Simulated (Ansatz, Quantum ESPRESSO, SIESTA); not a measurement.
**Programs and potentials compared: the equilibrium volume of 8 crystals**

The same calculation (PBE, Γ-centred k mesh with a spacing near 0.25 Å⁻¹, Fermi-Dirac smearing of 0.05 eV, no spin-orbit coupling) was run on each cell with:

- A: Ansatz LAPW, all-electron LAPW, scalar-relativistic
- B: SIESTA, PseudoDojo 0.4 standard (PBE files), converted to PSML, in atomic orbitals (DZP)
- C: Quantum ESPRESSO, SSSP 1.3 efficiency PBE, cutoffs 748 to 816 eV

Volumes are energy minima over scaled cells at fixed shape and fractions. Not every cell is the stable form of its formula. Spin polarisation and spin-orbit coupling are off unless named.

| crystal | A (Å³/atom) | B (Å³/atom) | C (Å³/atom) |
| --- | --- | --- | --- |
| Ru (P6_3/mmc, 2 atoms) | 13.766 | 13.916 | 13.777 |
| Al (Fm-3m) | 16.511 | 16.507 | 16.500 |
| Ti (P6_3/mmc, 2 atoms) | 17.399 | 17.438 | 17.400 |
| Si (Fd-3m) | 20.455 | 20.748 | 20.454 |
| Sc (P6_3/mmc, 2 atoms) | 24.690 | 24.634 | 24.721 |
| CdS (F-43m) | 26.035 | 26.106 | 26.067 |
| In (I4/mmm, 1 atom) | 27.523 | 27.552 | 27.518 |
| CdSe (F-43m) | 29.741 | 29.783 | 29.767 |

Against the all-electron result, the mean absolute deviation is B 0.44, C 0.06 %. The largest single deviation is +1.43 %, for Si in B. The figures use the values as printed. The all-electron reference has errors of its own basis, so a deviation may be partly its. Meshes of this size aren't converged for metals, which the comparison doesn't need. The functional is the same throughout, so these differences measure potentials, basis sets and numerical settings.

The plane-wave volumes follow the all-electron ones closely for every crystal, whereas the atomic-orbital set departs clearly for Si and Ru. Most of its deviations are expansions, with Sc and, marginally, Al going the other way. A compact orbital basis describes separated atoms better than the density built up between them, so its incompleteness error tends to grow on compression and push the minimum outwards. This probably contributes for Si, whose directional bonds need flexible polarisation functions, but the different pseudopotential could also play a part. Bonding type alone doesn't predict the error: tetrahedral CdS and CdSe are much less affected than Si, and Ti much less than Ru.

The chemical differences survive in all three sets. CdSe is larger than CdS because Se has an additional occupied shell, and Ti is more compact than Sc as its extra valence electron enters bonding d-states and the nuclear charge rises. Close agreement in volume doesn't by itself establish equal accuracy for bulk moduli or phase energies.
